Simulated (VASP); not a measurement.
# PbF2 (Pnma) in VASP: electric field gradients with PBE

Aim: the electric field gradients of PbF2 with PBE.

All numbers are computed with VASP 6.6.1; they aren't measurements. Logs are shortened: lines on timing, memory, paths and dates and some standing lists are left out, and cuts for length are marked.

## Step 1: Starting point

Symmetry: Pnma, No. 62, orthorhombic system. Conventional cell: a = 6.408 Å, b = 3.880 Å, c = 7.664 Å, α = 90.00°, β = 90.00°, γ = 90.00°. Pb (site symmetry m) is surrounded by 7 F at 2.43 to 2.63 Å. Around F (site symmetry m) lie 3 Pb at 2.43 to 2.63 Å. Around F (site symmetry m) lie 4 Pb at 2.45 to 2.61 Å.

The cell is a database's computed one.

## Step 2: Electric field gradients, PBE

The input, INCAR:

```
PREC = Accurate
ENCUT = 520
EDIFF = 1E-8
ISMEAR = -1
SIGMA = 0.02
LREAL = F
LASPH = T
NELM = 100
ALGO = Fast
ISIF = 2
LWAVE = F
LCHARG = F
GGA = PE
LEFG = T
NBANDS = 68
```

The input, KPOINTS:

```
regular mesh
0
Gamma
  4 6 3
```

The input, POSCAR:

```
PbF2
1.0
    6.4081039300      0.0000000000      0.0000000000
    0.0000000000      3.8796427700      0.0000000000
    0.0000000000      0.0000000000      7.6637946300
Pb F
4 8
Direct
    0.2550794700      0.2500000000      0.8940555400
    0.7449205300      0.7500000000      0.1059444600
    0.7550794700      0.2500000000      0.6059444600
    0.2449205300      0.7500000000      0.3940555400
    0.4740967600      0.2500000000      0.1534794100
    0.5259032400      0.7500000000      0.8465205900
    0.9740967600      0.2500000000      0.3465205900
    0.0259032400      0.7500000000      0.6534794100
    0.6407953000      0.7500000000      0.4348646200
    0.3592047000      0.2500000000      0.5651353800
    0.1407953000      0.7500000000      0.0651353800
    0.8592047000      0.2500000000      0.9348646200
```

Potentials or basis: VASP PAW PBE potentials, release 64 (Pb_d, F).

Command:

```sh
$ cat potpaw_PBE.64/Pb_d/POTCAR potpaw_PBE.64/F/POTCAR > POTCAR
$ mpirun -np 1 vasp_std > vasp.out
```

OUTCAR:

```text
PREC = Accurate
   ENCUT = 520
   EDIFF = 1E-8
   ISMEAR = -1
   LREAL = F
   LASPH = T
   NELM = 100
   ISIF = 2
   GGA = PE

 ion  position               nearest neighbor table
   1  0.255  0.250  0.894-   5 2.43  11 2.45  11 2.45  12 2.56  10 2.61   6 2.63   6 2.63   3 3.89
                             3 3.89   2 4.03   2 4.03   2 4.13   2 4.13
   2  0.745  0.750  0.106-   6 2.43  12 2.45  12 2.45  11 2.56   9 2.61   5 2.63   5 2.63   4 3.89
                             4 3.89   1 4.03   1 4.03   1 4.13   1 4.13
   3  0.755  0.250  0.606-   7 2.43   9 2.45   9 2.45  10 2.56  12 2.61   8 2.63   8 2.63   1 3.89
                             1 3.89   4 4.03   4 4.03   4 4.13   4 4.13
   4  0.245  0.750  0.394-   8 2.43  10 2.45  10 2.45   9 2.56  11 2.61   7 2.63   7 2.63   2 3.89
                             2 3.89   3 4.03   3 4.03   3 4.13   3 4.13
   5  0.474  0.250  0.153-   1 2.43   2 2.63   2 2.63
   6  0.526  0.750  0.847-   2 2.43   1 2.63   1 2.63
   7  0.974  0.250  0.347-   3 2.43   4 2.63   4 2.63
   8  0.026  0.750  0.653-   4 2.43   3 2.63   3 2.63
   9  0.641  0.750  0.435-   3 2.45   3 2.45   4 2.56   2 2.61
  10  0.359  0.250  0.565-   4 2.45   4 2.45   3 2.56   1 2.61
  11  0.141  0.750  0.065-   1 2.45   1 2.45   2 2.56   4 2.61
  12  0.859  0.250  0.935-   2 2.45   2 2.45   1 2.56   3 2.61

  LATTYP: Found a simple orthorhombic cell.
 ALAT       =     3.8796427700
 B/A-ratio  =     1.6517252515
 C/A-ratio  =     1.9753866746

  Lattice vectors:

 A1 = (   0.0000000000,  -3.8796427700,   0.0000000000)
 A2 = (   6.4081039300,   0.0000000000,   0.0000000000)
 A3 = (   0.0000000000,   0.0000000000,   7.6637946300)

Analysis of symmetry for initial positions (statically):
=====================================================================
 Subroutine PRICEL returns:
 Original cell was already a primitive cell.

 Routine SETGRP: Setting up the symmetry group for a
 simple orthorhombic supercell.

 Subroutine GETGRP returns: Found  8 space group operations
 (whereof  2 operations were pure point group operations)
 out of a pool of  8 trial point group operations.

The static configuration has the point symmetry S_2 .
 The point group associated with its full space group is D_2h.

Analysis of symmetry for dynamics (positions and initial velocities):
=====================================================================
 Subroutine PRICEL returns:
 Original cell was already a primitive cell.

 Routine SETGRP: Setting up the symmetry group for a
 simple orthorhombic supercell.

 Subroutine GETGRP returns: Found  8 space group operations
 (whereof  2 operations were pure point group operations)
 out of a pool of  8 trial point group operations.

The dynamic configuration has the point symmetry S_2 .
 The point group associated with its full space group is D_2h.

 Subroutine INISYM returns: Found  8 space group operations
 (whereof  2 operations are pure point group operations),
 and found     1 'primitive' translations

----------------------------------------------------------------------------------------

                                     Primitive cell

  volume of cell :     190.5308

  direct lattice vectors                    reciprocal lattice vectors
     6.408103930  0.000000000  0.000000000     0.156052400  0.000000000  0.000000000
     0.000000000  3.879642770  0.000000000     0.000000000  0.257755690  0.000000000
     0.000000000  0.000000000  7.663794630     0.000000000  0.000000000  0.130483664

  length of vectors
     6.408103930  3.879642770  7.663794630     0.156052400  0.257755690  0.130483664

  position of ions in fractional coordinates (direct lattice)
     0.255079470  0.250000000  0.894055540
     0.744920530  0.750000000  0.105944460
     0.755079470  0.250000000  0.605944460
     0.244920530  0.750000000  0.394055540
     0.474096760  0.250000000  0.153479410
     0.525903240  0.750000000  0.846520590
     0.974096760  0.250000000  0.346520590
     0.025903240  0.750000000  0.653479410
     0.640795300  0.750000000  0.434864620
     0.359204700  0.250000000  0.565135380
     0.140795300  0.750000000  0.065135380
     0.859204700  0.250000000  0.934864620

  ion indices of the primitive-cell ions
[... 113 lines left out ...]
   LEPSILON=     F    determine dielectric tensor
   LRPA    =     F    only Hartree local field effects (RPA)
 non-spin polarized calculation
 RMM-DIIS sequential band-by-band and
  energy-cutoff  :      520.00
  volume of cell :      190.53
 maximum number of plane-waves:      5162
 NGX is ok and might be reduce to    48
   NGX = 23   NGY = 15   NGZ = 29

 number of electron     112.0000055 magnetization

 Free energy of the ion-electron system (eV)
  ---------------------------------------------------
  ext. energy  EPLUGINS =         0.00000000
  ---------------------------------------------------
  free energy    TOTEN  =       -57.00035060 eV

  energy without entropy =      -57.00035060  energy(sigma->0) =      -57.00035060

 E-fermi :   3.2619     XC(G=0): -10.0351

 val. band max:        2.7587554615   @ k =   0.0000   0.3333   0.0000
 cond. band min:       7.0698024071   @ k =   0.0000   0.0000   0.0000
 fundamental gap:      4.3110469456
 Fermi energy:         3.2619045162

 k-point     1 :       0.0000    0.0000    0.0000
  band No.  band energies     occupation
      1     -18.6973      2.00000
      2     -18.5759      2.00000
      3     -18.3383      2.00000
      4     -18.3250      2.00000
      5     -18.0466      2.00000
      6     -18.0139      2.00000
[... 1693 lines left out ...]
     67      10.5231      0.00000
     68      10.5231      0.00000

------------------------ aborting loop because EDIFF is reached ----------------------------------------

  FORCE on cell =-STRESS in cart. coord.  units (eV):
  Direction    XX          YY          ZZ          XY          YZ          ZX
  --------------------------------------------------------------------------------------
  -------------------------------------------------------------------------------------
  Total        4.1294978      4.0343729      3.9854794      0.0000000      0.0000000      0.0000000
  in kB       34.7250339     33.9251263     33.5139798      0.0000000      0.0000000      0.0000000
  external PRESSURE =      34.0547133 kB  Pullay stress =       0.0000000 kB

 VOLUME and BASIS-vectors are now :
 -----------------------------------------------------------------------------
  energy-cutoff  :      520.00
  volume of cell :      190.53
      direct lattice vectors                 reciprocal lattice vectors
     6.408103930  0.000000000  0.000000000     0.156052400  0.000000000  0.000000000
     0.000000000  3.879642770  0.000000000     0.000000000  0.257755690  0.000000000
     0.000000000  0.000000000  7.663794630     0.000000000  0.000000000  0.130483664

 POSITION                                       TOTAL-FORCE (eV/Angst)
 -----------------------------------------------------------------------------------
      1.63458      0.96991      6.85186         0.019940      0.000000     -0.067532
      4.77353      2.90973      0.81194        -0.019940      0.000000      0.067532
      4.83863      0.96991      4.64383         0.019940      0.000000      0.067532
      1.56948      2.90973      3.01996        -0.019940     -0.000000     -0.067532
      3.03806      0.96991      1.17623        -0.000199     -0.000000      0.075706
      3.37004      2.90973      6.48756         0.000199      0.000000     -0.075706
      6.24211      0.96991      2.65566        -0.000199     -0.000000     -0.075706
      0.16599      2.90973      5.00813         0.000199     -0.000000      0.075706
      4.10628      2.90973      3.33271        -0.005523     -0.000000     -0.048851
      2.30182      0.96991      4.33108         0.005523     -0.000000      0.048851
      0.90223      2.90973      0.49918        -0.005523     -0.000000      0.048851
      5.50587      0.96991      7.16461         0.005523     -0.000000     -0.048851
 -----------------------------------------------------------------------------------
    total drift:                                0.000000      0.000000      0.000000

  FREE ENERGIE OF THE ION-ELECTRON SYSTEM (eV)
  ---------------------------------------------------
  free  energy   TOTEN  =       -57.0003506037 eV

  energy  without entropy=      -57.0003506036  energy(sigma->0) =      -57.00035060

 Electric field gradients (V/A^2)
---------------------------------------------------------------------
 ion       V_xx      V_yy      V_zz      V_xy      V_xz      V_yz
---------------------------------------------------------------------
   1      24.407     7.052   -31.459     0.000    -6.236     0.000
   2      24.407     7.052   -31.459    -0.000    -6.236    -0.000
   3      24.407     7.052   -31.459    -0.000     6.236    -0.000
   4      24.407     7.052   -31.459     0.000     6.236    -0.000
   5       3.864    -0.895    -2.969     0.000    11.096     0.000
   6       3.864    -0.895    -2.969     0.000    11.096     0.000
   7       3.864    -0.895    -2.969    -0.000   -11.096    -0.000
   8       3.864    -0.895    -2.969     0.000   -11.096    -0.000
   9      -9.530     6.122     3.408     0.000    16.183     0.000
  10      -9.530     6.122     3.408     0.000    16.183    -0.000
  11      -9.530     6.122     3.408     0.000   -16.183     0.000
  12      -9.530     6.122     3.408     0.000   -16.183     0.000
---------------------------------------------------------------------

 Electric field gradients after diagonalization (V/A^2)
 (convention: |V_zz| > |V_xx| > |V_yy|)
----------------------------------------------------------------------
 ion       V_xx      V_yy      V_zz     asymmetry (V_yy - V_xx)/ V_zz
----------------------------------------------------------------------
   1      25.094     7.052   -32.147       0.561
   2      25.094     7.052   -32.147       0.561
   3      25.094     7.052   -32.147       0.561
   4      25.094     7.052   -32.147       0.561
   5     -11.163    -0.895    12.058       0.852
   6     -11.163    -0.895    12.058       0.852
   7     -11.163    -0.895    12.058       0.852
   8     -11.163    -0.895    12.058       0.852
   9      14.367     6.122   -20.489       0.402
  10      14.367     6.122   -20.489       0.402
  11      14.367     6.122   -20.489       0.402
  12      14.367     6.122   -20.489       0.402
----------------------------------------------------------------------

           NMR quadrupolar parameters

 Cq : quadrupolar parameter    Cq=e*Q*V_zz/h
 eta: asymmetry parameters     (V_yy - V_xx)/ V_zz
 Q  : nuclear electric quadrupole moment in mb (millibarn)
----------------------------------------------------------------------
 ion       Cq(MHz)       eta       Q (mb)
----------------------------------------------------------------------
   1      -0.078       0.561       1.000
   2      -0.078       0.561       1.000
   3      -0.078       0.561       1.000
   4      -0.078       0.561       1.000
   5       0.029       0.852       1.000
   6       0.029       0.852       1.000
   7       0.029       0.852       1.000
   8       0.029       0.852       1.000
   9      -0.050       0.402       1.000
  10      -0.050       0.402       1.000
  11      -0.050       0.402       1.000
  12      -0.050       0.402       1.000
----------------------------------------------------------------------
```

Wall time 4.3 min (1 thread of Intel Xeon Platinum 8488C (Sapphire Rapids), shared host); peak memory 0.41 GiB.

Results:

```yaml
Free_energy: -57.0004 eV
Pressure: 3.4 GPa
Largest_force: 0.076 eV/Å
Band_gap_on_the_k_mesh: 4.31 eV, indirect (least direct gap 4.56 eV)
```

Forces in eV/Å, atoms in the order of the input:
```
Pb   0.020  0.000 -0.068
Pb  -0.020  0.000  0.068
Pb   0.020  0.000  0.068
Pb  -0.020  0.000 -0.068
F    0.000  0.000  0.076
F    0.000  0.000 -0.076
F    0.000  0.000 -0.076
F    0.000  0.000  0.076
F   -0.006  0.000 -0.049
F    0.006  0.000  0.049
F   -0.006  0.000  0.049
F    0.006  0.000 -0.049
```

Electric field gradients, principal values (V/Å²):
| atom | Vxx | Vyy | Vzz |
| --- | --- | --- | --- |
| 1 Pb | 7.052 | 25.094 | -32.147 |
| 2 Pb | 7.052 | 25.094 | -32.147 |
| 3 Pb | 7.052 | 25.094 | -32.147 |
| 4 Pb | 7.052 | 25.094 | -32.147 |
| 5 F | -0.895 | -11.163 | 12.058 |
| 6 F | -0.895 | -11.163 | 12.058 |
| 7 F | -0.895 | -11.163 | 12.058 |
| 8 F | -0.895 | -11.163 | 12.058 |
| 9 F | 6.122 | 14.367 | -20.489 |
| 10 F | 6.122 | 14.367 | -20.489 |
| 11 F | 6.122 | 14.367 | -20.489 |
| 12 F | 6.122 | 14.367 | -20.489 |

Caveat: spin-orbit coupling is left out, which as a rule narrows the gap of such compounds by several tenths of an eV; an odd mesh through Γ misses points on the zone boundary, where band edges often lie. As with any semilocal functional, this PBE gap is likely too small.
